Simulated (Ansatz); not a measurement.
# CdTe (F-43m) in Ansatz: settings compared

The runs below take CdTe through relaxation of cell and atoms, single point, with LDA, PBEsol, PBE.

Program: Ansatz 0.2.0. These are calculated values, not measurements. Logs are shortened: lines on timing, memory, paths and dates and some standing lists are left out, and cuts for length are marked.

**Experimental background.**

From a printed reference work, data compilation, for a bulk crystal of CdTe at 0 K: band gap 1.607 eV.

How close the calculation comes is told below.

**1. The structure**

Symmetry: F-43m, No. 216, cubic system. Conventional cell: a = 6.410 Å, b = 6.410 Å, c = 6.410 Å, α = 90.00°, β = 90.00°, γ = 90.00°. Around Te (site symmetry -43m) lie 4 Cd at 2.78 Å. Around Cd (site symmetry -43m) lie 4 Te at 2.78 Å.

**2. Relaxation of cell and atoms, LDA**

Contents of input.yaml:

```yaml
crystal:
  lattice:
    - [0.0, 3.205, 3.205]
    - [3.205, 0.0, 3.205]
    - [3.205, 3.205, 0.0]
  atoms:
    - { symbol: Te, position: [0.75, 0.75, 0.75] }
    - { symbol: Cd, position: [0.0, 0.0, 0.0] }
hamiltonian:
  xc: lda
  pseudopotentials: { kind: paw }
kpoints:
  mp_grid: { grid: [7, 7, 7] }
scf:
  occupations: { method: fermi_dirac, width: 0.05 }
output:
  forces: true
  stress: true
relax:
  f_tol: 0.01
  max_steps: 40
  cell: { stress_tol: 0.05 }
```

Potentials or basis: Ansatz PAW.

Launch:

```
ansatz run input.yaml --threads 2 --pin off --max-ram 5632MiB --backend cpu --events-out ev --progress --plain --runs-dir out
```

Output:

```text
Warning: RAYON_NUM_THREADS=2 ignored (pool sized by the plan → 2); use --threads N
Engine: ansatz 0.2.0, x86_64-unknown-linux-gnu
Pseudopotentials: kind: paw
Pseudopotential: Te, paw, valence charge 16, recommended cutoff 420 eV (normal), Te.paw.azcp
Pseudopotential: Cd, paw, valence charge 20, recommended cutoff 420 eV (normal), Cd.paw.azcp
Functional definition: SPW92
  exchange = slater_x
  correlation = pw_c
Crystal: 2 atoms, lattice volume = 65.844 Å³
Basis set: ecut = 420 eV, 1243 PW (Γ)
Bands: 22, of which v1, the nominal top of the filled ones, is band 18 counted from 1 (17 counted from 0)
Symmetry: 24 space group operations
Space group: F-43m (ITA 216), of the structure as read, at distance tolerance 4.0e-5 Å
k-points: 20 of 343 (time reversal used)
Non-local potential: Te, projectors of the file, l = 0: 2, l = 1: 2, l = 2: 2, l = 3: 2
Non-local potential: Cd, projectors of the file, l = 0: 3, l = 1: 2, l = 2: 2, l = 3: 1
PAW form: soft (Blöchl's): semilocal exchange-correlation on the pseudo side does not see the compensation charge
PAW frozen core: Te, regenerated for the run's functional, and the local potential with it (the file was generated under x = pbe(κ = 0.804, μ = 0.2195149727645171), c = pbe(β = 0.06672455060314922))
PAW frozen core: Cd, regenerated for the run's functional, and the local potential with it (the file was generated under x = pbe(κ = 0.804, μ = 0.2195149727645171), c = pbe(β = 0.06672455060314922))
PAW one-centre angular grid: Te, 590 points (default); XC on 64 Gauss nodes
PAW one-centre angular grid: Cd, 590 points (default); XC on 64 Gauss nodes
Initial density: superposition of atomic densities (neutral atoms: chi_scale 0, normalization atom), corrected by the library's trained network
Initial wavefunctions: pseudopotential atomic-orbital guess
Functional: x = slater, c = lda
SCF iter   1: F=—  HF=-14945.816345 eV  |F-HF|=—  |Δ(HF+E_count)|=         —  Δρ=6.56e-3  dr2=2.10e-2  ethr=1.77e-3  ⟨swp⟩=6.0  Hψ=2077  notcnv=0
preconditioner: auto → none  [insulator: Δε(μ)=0.571 eV  Ē_g=11.379 eV  σ=0.050 eV  W_gap=0.99  n_scr=14 (ndim 8)  ℏωp=19.4 eV  f_vac=0.179  D(μ)=0.00/eV (n_scr^D=0)  ε∞_Penn≈3.9]
SCF iter   2: F=—  HF=-14945.809203 eV  |F-HF|=—  |Δ(HF+E_count)|=   7.14e-3  Δρ=2.12e-3  dr2=1.29e-3  ethr=5.85e-5  ⟨swp⟩=3.0  Hψ=1040  notcnv=0
SCF iter   3: F=—  HF=-14945.809106 eV  |F-HF|=—  |Δ(HF+E_count)|=   9.70e-5  Δρ=1.02e-3  dr2=3.07e-4  ethr=3.59e-6  ⟨swp⟩=2.0  Hψ=551  notcnv=0
SCF iter   4: F=—  HF=-14945.809108 eV  |F-HF|=—  |Δ(HF+E_count)|=   2.42e-6  Δρ=3.05e-4  dr2=5.91e-5  ethr=8.54e-7  ⟨swp⟩=2.0  Hψ=599  notcnv=0
SCF iter   5: F=—  HF=-14945.809085 eV  |F-HF|=—  |Δ(HF+E_count)|=   2.34e-5  Δρ=2.19e-5  dr2=2.95e-7  ethr=1.64e-7  ⟨swp⟩=2.0  Hψ=609  notcnv=0
SCF iter   6: F=-14945.809085 eV  HF=-14945.809085 eV  |F-HF|=2.55e-8  |Δ(HF+E_count)|=   1.03e-7  Δρ=8.70e-6  dr2=3.21e-8  ethr=2.78e-10  ⟨swp⟩=5.0  Hψ=1600  notcnv=0
SCF 1 converged in 6 iterations: F = -14945.809085 eV  dr2 = 3.21e-8
relax step   1: F+E_penalty+E_count = -14945.80908492 eV  Δ(F+E_penalty+E_count) = +0.000e0 eV  max|allowed force component| = 9.368e-17 eV/Å  Δτ_max = 0.0000 Å  P = -0.024 GPa  Ω = 65.844 Å³  (6 SCF iters, dr2 threshold 1.00e-7 eV, accepted)
Initial density: handed on by an earlier stage of this run
Initial wavefunctions: pseudopotential atomic-orbital guess (no wavefunctions were taken with the density)
iter 1 solved again at ethr=8.65e-8 eV; its pass at ethr=3.10e-3 eV (dr2=3.11e-5 eV) is discarded
SCF iter   1: F=—  HF=-14945.809080 eV  |F-HF|=—  |Δ(HF+E_count)|=         —  Δρ=8.57e-6  dr2=3.15e-8  ethr=8.65e-8  ⟨swp⟩=4.0  Hψ=3287  notcnv=0
preconditioner: auto → none  [insulator: Δε(μ)=0.610 eV  Ē_g=11.435 eV  σ=0.050 eV  W_gap=0.99  n_scr=14 (ndim 8)  ℏωp=19.4 eV  f_vac=0.173  D(μ)=0.00/eV (n_scr^D=0)  ε∞_Penn≈3.9]
SCF iter   2: F=—  HF=-14945.809085 eV  |F-HF|=—  |Δ(HF+E_count)|=   4.46e-6  Δρ=2.26e-6  dr2=3.74e-9  ethr=8.75e-11  ⟨swp⟩=3.0  Hψ=870  notcnv=0
SCF iter   3: F=—  HF=-14945.809085 eV  |F-HF|=—  |Δ(HF+E_count)|=   1.17e-9  Δρ=1.03e-6  dr2=5.09e-10  ethr=1.04e-11  ⟨swp⟩=2.0  Hψ=605  notcnv=0
SCF iter   4: F=-14945.809085 eV  HF=-14945.809085 eV  |F-HF|=1.82e-12  |Δ(HF+E_count)|=  1.55e-10  Δρ=1.62e-7  dr2=8.85e-12  ethr=1.00e-12  ⟨swp⟩=5.0  Hψ=2382  notcnv=0
SCF 2 converged in 4 iterations: F = -14945.809085 eV  dr2 = 8.85e-12
relax step   2: F+E_penalty+E_count = -14945.80908493 eV  Δ(F+E_penalty+E_count) = -1.173e-8 eV  max|allowed force component| = 8.442e-17 eV/Å  Δτ_max = 0.0000 Å  P = -0.024 GPa  Ω = 65.844 Å³  stress off target by 2.39e-2 GPa  SCF on the basis re-selected at this cell (its energy is not comparable with the rows above)  (4 SCF iters)
basis re-selected at this cell: Δ(F+E_penalty+E_count) = -1.173e-8 eV, ΔP = +0.000 GPa vs the last step (what re-selecting the basis moved, of the pressure what is left beyond the Pulay correction that the steps carried, after the strain that the cell walked since its last selection, with what the two solves' SCF thresholds leave and, on support functions, any second-order correction that the steps lacked; it is no measure of the basis error at this ecutwfc). This SCF's stress stands 2.39e-2 GPa from its target on what of the cell is left free (relax.cell.stress_tol is 5.00e-2 GPa) and its largest allowed force component is 8.44e-17 eV/Å (relax.f_tol is 1.00e-2 eV/Å): within both
SCF converged after 4 iterations
Free energy (F): -14945.809085 eV
Harris-Foulkes:  -14945.809085 eV  (|F-HF|=1.82e-12)
Internal energy: -14945.809067 eV  (E = F + TS)
E sigma→0 (E₀):  -14945.809076 eV
Entropy (-TS):   -0.000018 eV (-0.009 meV/atom)
Fermi energy:    7.954370 eV
--- Per-component energies (eV) ---
  E_band       = -786.124919
  E_kinetic    = 687.573087
  E_local      = -5358.997654  (includes V_loc(G=0)·N_el)
  E_nonlocal   = -263.912099
  E_hartree    = 2700.050583
  E_xc         = -299.545983
  E_vxc        = -326.524099  (∫ρ·V_xc dr)
  E_paw        = -8457.676707  (= ΣΔE_a)
  E_vpaw       = -924.365143  (= ΣTr[D̂ρ^β])
  E_aug_tail   = -0.000224  (compensation charges beyond the density's cutoff)
  E_ewald      = -3954.745301
  E_core_change = 1.445230  (= ΣΔE_core)
  E_smearing   = -0.000018  (= −TS)
  E_closure    = 0.000000  (closes the sum)
  Σ components = -14945.809085   (vs F -14945.809085, Δ=0.00e0)
--- Forces (eV/Å), atoms counted from 1 ---
  atom   1  Te     0.00000000    -0.00000000     0.00000000
  atom   2  Cd    -0.00000000     0.00000000     0.00000000
  max |Σ_I F_I| component: 1.27e-16 eV/Å
--- Stress (GPa, compression-positive) ---
       -0.023857      -0.000000      -0.000000
        0.000000      -0.023857       0.000000
        0.000000       0.000000      -0.023857
  P = ⅓ Tr σ = -0.0239 GPa (-0.239 kbar)
--- Relaxed structure (1 steps of the walk, 1 accepted, 1 SCFs on fresh bases) ---
  F+E_penalty+E_count = -14945.80908493 eV   max|allowed force component| = 8.442e-17 eV/Å   (the final SCF, on the basis selected at the relaxed cell)
  cell:  # Å, volume = 65.8437 Å³
    - [0.0, 3.205, 3.205]
    - [3.205, 0.0, 3.205]
    - [3.205, 3.205, 0.0]
  atoms:
    - { symbol: Te, position: [0.75, 0.75, 0.75] }
    - { symbol: Cd, position: [0.0, 0.0, 0.0] }
```

It took 4.2 s on 2 threads of Intel Xeon at 2.70GHz, shared host; peak memory 0.37 GiB.

Results:

* Free energy: -14945.8091 eV
* Energy gained by relaxing: 0.0 meV/atom
* Ionic steps: 2
* Pressure after relaxing: 0.0 GPa
* Band gap on the k mesh: 0.61 eV

Final structure:
```
Te Cd
1.0
     0.00000    3.20500    3.20500
     3.20500    0.00000    3.20500
     3.20500    3.20500    0.00000
Te Cd
1 1
Direct
  0.75000 0.75000 0.75000
  0.00000 0.00000 0.00000
```

Caveat: odd divisions of the mesh miss points on the zone boundary, where band edges often lie, so the gap on the mesh can be too wide; the plane-wave basis is chosen anew once the cell has moved, so the energies of steps on either side of that aren't comparable; spin-orbit coupling is left out, which moves the levels of the heavy elements; the PAW data sets come from PBE, with cores solved anew for the run's functional, which leaves a small shift of forces and pressure. A k mesh can miss the band edges.

**3. Relaxation of cell and atoms, PBEsol**

Changes to input.yaml since step 2:

```diff
@@ -9,3 +9,3 @@
 hamiltonian:
-  xc: lda
+  xc: pbesol
   pseudopotentials: { kind: paw }
@@ -18,2 +18,6 @@
   stress: true
+  write_density: true
+  write_potential: true
+  elf: true
+  volumetric_format: npy
 relax:
```

Potentials or basis: Ansatz PAW.

Launch:

```
ansatz run input.yaml --threads 2 --pin off --max-ram 5632MiB --backend cpu --events-out ev --progress --plain --runs-dir out
```

Output:

```text
Warning: RAYON_NUM_THREADS=2 ignored (pool sized by the plan → 2); use --threads N
Engine: ansatz 0.2.0, x86_64-unknown-linux-gnu
Pseudopotentials: kind: paw
Pseudopotential: Te, paw, valence charge 16, recommended cutoff 420 eV (normal), Te.paw.azcp
Pseudopotential: Cd, paw, valence charge 20, recommended cutoff 420 eV (normal), Cd.paw.azcp
Functional definition: PBEsol
  exchange = pbesol_x
  correlation = pbesol_c
Crystal: 2 atoms, lattice volume = 65.844 Å³
Basis set: ecut = 420 eV, 1243 PW (Γ), exchange–correlation on 64×64×64 points (8 copies of the dense FFT grid, shifted against one another)
Bands: 22, of which v1, the nominal top of the filled ones, is band 18 counted from 1 (17 counted from 0)
Symmetry: 24 space group operations
Space group: F-43m (ITA 216), of the structure as read, at distance tolerance 4.0e-5 Å
k-points: 20 of 343 (time reversal used)
Non-local potential: Te, projectors of the file, l = 0: 2, l = 1: 2, l = 2: 2, l = 3: 2
Non-local potential: Cd, projectors of the file, l = 0: 3, l = 1: 2, l = 2: 2, l = 3: 1
PAW form: soft (Blöchl's): semilocal exchange-correlation on the pseudo side does not see the compensation charge
PAW frozen core: Te, regenerated for the run's functional, and the local potential with it (the file was generated under x = pbe(κ = 0.804, μ = 0.2195149727645171), c = pbe(β = 0.06672455060314922))
[... 73 lines left out ...]
  E_xc         = -298.584721
  E_vxc        = -324.916236  (∫ρ·V_xc dr)
  E_paw        = -8598.919398  (= ΣΔE_a)
  E_vpaw       = -920.507520  (= ΣTr[D̂ρ^β])
  E_aug_tail   = -0.000162  (compensation charges beyond the density's cutoff)
  E_ewald      = -3906.262639
  E_core_change = 0.716775  (= ΣΔE_core)
  E_smearing   = -0.000013  (= −TS)
  E_closure    = -0.000000  (closes the sum)
  Σ components = -15086.341579   (vs F -15086.341579, Δ=0.00e0)
--- Forces (eV/Å), atoms counted from 1 ---
  atom   1  Te    -0.00000000    -0.00000000    -0.00000000
  atom   2  Cd    -0.00000000     0.00000000     0.00000000
  max |Σ_I F_I| component: 3.24e-17 eV/Å
--- Stress (GPa, compression-positive) ---
       -0.001775      -0.000000      -0.000000
       -0.000000      -0.001775       0.000000
       -0.000000       0.000000      -0.001775
  P = ⅓ Tr σ = -0.0018 GPa (-0.018 kbar)
--- Band table (eV; the first three rows and the last of 20) ---
  k-point 0: bands = ["-94.7100", "-55.8028", "-55.8028", "-55.8028", "-28.7080", "-28.7080", "-28.7080", "-28.6997", "-28.6997", "-3.9264", "-0.9691", "-0.9691", "-0.9691", "-0.7069", "-0.7069", "7.2656", "7.2656", "7.2656", "7.9133", "11.8350", "11.8350", "11.8350"]
  k-point 1: bands = ["-94.7100", "-55.8028", "-55.8028", "-55.8028", "-28.7080", "-28.7079", "-28.7079", "-28.6997", "-28.6997", "-3.8507", "-0.9548", "-0.9548", "-0.9103", "-0.7080", "-0.7080", "5.7938", "7.0908", "7.0908", "8.9280", "11.8272", "12.1003", "12.1003"]
  k-point 2: bands = ["-94.7100", "-55.8029", "-55.8028", "-55.8028", "-28.7080", "-28.7078", "-28.7078", "-28.6996", "-28.6996", "-3.6794", "-0.9261", "-0.9261", "-0.7102", "-0.7063", "-0.7063", "4.1306", "6.7543", "6.7543", "9.1542", "12.4331", "12.4331", "12.8940"]
  k-point 19: bands = ["-94.7100", "-55.8029", "-55.8029", "-55.8029", "-28.7080", "-28.7078", "-28.7074", "-28.6997", "-28.6994", "-3.4116", "-0.8542", "-0.8396", "-0.7386", "-0.7038", "-0.1723", "3.0778", "4.7440", "5.4420", "10.8863", "11.9953", "13.0980", "13.9127"]
--- Relaxed structure (4 steps of the walk, 4 accepted, 1 SCFs on fresh bases) ---
  F+E_penalty+E_count = -15086.34157898 eV   max|allowed force component| = 2.862e-17 eV/Å   (the final SCF, on the basis selected at the relaxed cell)
  cell:  # Å, volume = 68.3259 Å³
    - [1.4569579406560826e-33, 3.244778925753233, 3.244778925753233]
    - [3.244778925753233, 5.533255566972554e-33, 3.244778925753233]
    - [3.244778925753233, 3.244778925753233, 5.910631558158884e-33]
  atoms:
    - { symbol: Te, position: [0.7499999999999999, 0.7499999999999999, 0.7499999999999999] }
    - { symbol: Cd, position: [1.15926360407084e-33, -1.114195040629641e-33, -1.3295226215153694e-33] }
```

v_z.tsv:

```text
# z_ang	v_es[eV]	v_tot[eV]
# format = ansatz-planar-average/11
# xc	pbesol
# density_cutoff_ev	1680
# datasets	Te=:simpson_from_first_knot:soft:shift=-1325009	Cd=:simpson_from_first_knot:soft:shift=-1031266
# lattice	0.000000000	3.244778926	3.244778926
# lattice	3.244778926	0.000000000	3.244778926
# lattice	3.244778926	3.244778926	0.000000000
# sites	2
# site	52	4.867168389	4.867168389	4.867168389
# site	48	-0.000000000	-0.000000000	0.000000000
0.000000	2.982772e0	-7.945841e0
0.143400	3.884944e0	-6.647418e0
0.286801	4.733742e0	-5.294282e0
0.430201	5.528117e0	-3.910110e0
0.573601	6.331789e0	-2.463044e0
0.717002	7.161612e0	-9.646964e-1
[... 24 lines left out ...]
4.302010	1.919071e0	-9.443265e0
4.445410	2.241103e0	-8.960424e0
```

Run time: 15 s. Hardware: 2 threads of Intel Xeon at 2.70GHz, shared host; peak memory 0.4 GiB.

Results:

* Free energy: -15086.3416 eV
* Relaxed volume: 34.16 Å³/atom
* Relaxed cell: a = 4.589 Å, b = 4.589 Å, c = 4.589 Å, α = 60.00°, β = 60.00°, γ = 60.00°
* Space group after relaxing (to 0.05 Å): F-43m (No. 216)
* Energy gained by relaxing: 6.2 meV/atom
* Ionic steps: 5
* Pressure after relaxing: 0.0 GPa
* Band gap on the k mesh: 0.65 eV, direct

Step by step:
```csv
step,energy change (eV),largest force (eV/Å),volume (Å³)
1,0.0000,0.0000,65.84
2,-0.0080,0.0000,69.78
3,-0.0120,0.0000,68.43
4,-0.0120,0.0000,68.33
5,-0.0125,0.0000,68.33
```

Final structure:
```yaml
crystal:
  lattice:
    - [0.00000, 3.24478, 3.24478]
    - [3.24478, 0.00000, 3.24478]
    - [3.24478, 3.24478, 0.00000]
  atoms:
    - { symbol: Te, position: [0.75000, 0.75000, 0.75000] }
    - { symbol: Cd, position: [0.00000, 0.00000, 0.00000] }
```

Caveat: odd divisions of the mesh miss points on the zone boundary, where band edges often lie, so the gap on the mesh can be too wide; the plane-wave basis is chosen anew once the cell has moved, so the energies of steps on either side of that aren't comparable; spin-orbit coupling is left out, which moves the levels of the heavy elements; the PAW data sets come from PBE, with cores solved anew for the run's functional, which leaves a small shift of forces and pressure. Zero-point motion and thermal expansion aren't in these numbers.

**4. Single point, PBE**

Contents of input.yaml:

```yaml
crystal:
  lattice:
    - [0.0, 3.205, 3.205]
    - [3.205, 0.0, 3.205]
    - [3.205, 3.205, 0.0]
  atoms:
    - { symbol: Te, position: [0.75, 0.75, 0.75] }
    - { symbol: Cd, position: [0.0, 0.0, 0.0] }
hamiltonian:
  xc: pbe
  pseudopotentials: { kind: paw }
kpoints:
  mp_grid: { grid: [7, 7, 7] }
scf:
  occupations: { method: gaussian, width: 0.011 }
output:
  forces: true
  stress: true
  eigenvalues: true
```

Launch:

```
ansatz run input.yaml --threads 2 --pin off --max-ram 5632MiB --backend cpu --events-out ev --progress --plain --runs-dir out
```

Wall time 2.8 s (2 threads of Intel Xeon at 2.70GHz, shared host); peak memory 0.37 GiB.

It converged, with:

```yaml
Free_energy: -15235.2572 eV
Pressure: 4.2 GPa
Band_gap_on_the_k_mesh: 0.87 eV, direct
```

Levels at points of the mesh, in eV from the valence-band top:
```
           k point  band 16  band 17  band 18  band 19  band 20  band 21
(0.00, 0.00, 0.00)     0.00     0.00     0.00     0.87     4.60     4.60
```

Caveat: odd divisions of the mesh miss points on the zone boundary, where band edges often lie, so the gap on the mesh can be too wide; spin-orbit coupling is left out, which moves the levels of the heavy elements.

**5. Relaxation of cell and atoms, PBE**

Changes to input.yaml since step 4:

```diff
@@ -14,3 +14,3 @@
 scf:
-  occupations: { method: gaussian, width: 0.011 }
+  occupations: { method: fermi_dirac, width: 0.05 }
 output:
@@ -18,2 +18,5 @@
   stress: true
-  eigenvalues: true
+relax:
+  f_tol: 0.01
+  max_steps: 40
+  cell: { stress_tol: 0.05 }
```

Launch:

```
ansatz run input.yaml --threads 2 --pin off --max-ram 5632MiB --backend cpu --events-out ev --progress --plain --runs-dir out
```

Run time: 14 s. Hardware: 2 threads of Intel Xeon at 2.70GHz, shared host; peak memory 0.4 GiB.

The run converged. Its results:

- Free energy: -15235.3374 eV
- Relaxed volume: 36.22 Å³/atom
- Relaxed cell: a = 4.679 Å, b = 4.679 Å, c = 4.679 Å, α = 60.00°, β = 60.00°, γ = 60.00°
- Space group after relaxing (to 0.05 Å): F-43m (No. 216)
- Energy gained by relaxing: 40.1 meV/atom
- Ionic steps: 5
- Pressure after relaxing: 0.0 GPa
- Band gap on the k mesh: 0.59 eV

Step by step:
```csv
step,energy change (eV),largest force (eV/Å),volume (Å³)
1,0.0000,0.0000,65.84
2,-0.0599,0.0000,76.15
3,-0.0782,0.0000,73.12
4,-0.0789,0.0000,72.45
5,-0.0802,0.0000,72.45
```

Final structure:
```
CELL_PARAMETERS angstrom
0.00000 3.30876 3.30876
3.30876 0.00000 3.30876
3.30876 3.30876 0.00000
ATOMIC_POSITIONS crystal
Te 0.75000 0.75000 0.75000
Cd 0.00000 0.00000 0.00000
```

Caveat: odd divisions of the mesh miss points on the zone boundary, where band edges often lie, so the gap on the mesh can be too wide; the plane-wave basis is chosen anew once the cell has moved, so the energies of steps on either side of that aren't comparable; spin-orbit coupling is left out, which moves the levels of the heavy elements; the volume moved by +10 % from the deposited cell, more than functionals usually miss.

**6. Overview**

| task | level | cell | smearing | gap on the mesh (eV) | pressure (GPa) | relaxed volume (Å³/atom) |
| --- | --- | --- | --- | --- | --- | --- |
| relaxation of cell and atoms | LDA | relaxed | fermi-dirac 0.05 eV | 0.61 | 0.0 | 32.92 |
| relaxation of cell and atoms | PBEsol | relaxed | fermi-dirac 0.05 eV | 0.65 | 0.0 | 34.16 |
| single point | PBE | as given | gaussian 0.011 eV | 0.87 | 4.2 | - |
| relaxation of cell and atoms | PBE | relaxed | fermi-dirac 0.05 eV | 0.59 | 0.0 | 36.22 |

Alike in all rows: potentials or basis Ansatz PAW; no spin polarisation; k mesh 7 × 7 × 7; cutoff (eV) 420.

Caveats: odd divisions of the mesh miss points on the zone boundary, where band edges often lie, so the gap on the mesh can be too wide; spin-orbit coupling is left out, which moves the levels of the heavy elements; the plane-wave basis is chosen anew once the cell has moved, so the energies of steps on either side of that aren't comparable (some runs); the PAW data sets come from PBE, with cores solved anew for the run's functional, which leaves a small shift of forces and pressure (some runs); the volume moved by +10 % from the deposited cell, more than functionals usually miss (some runs).

Absolute energies hang on the potentials; compare differences alone.

**7. How close it comes**

Step 4. A measured gap of CdTe is 1.607 eV (0 K; a printed reference work, data compilation); the calculated 0.87 eV misses it by -0.73 eV. Spin-orbit coupling on Cd, Te is left out. The value is that of PBE, without temperature or zero-point motion. Semilocal functionals fall short of measured gaps as a rule.
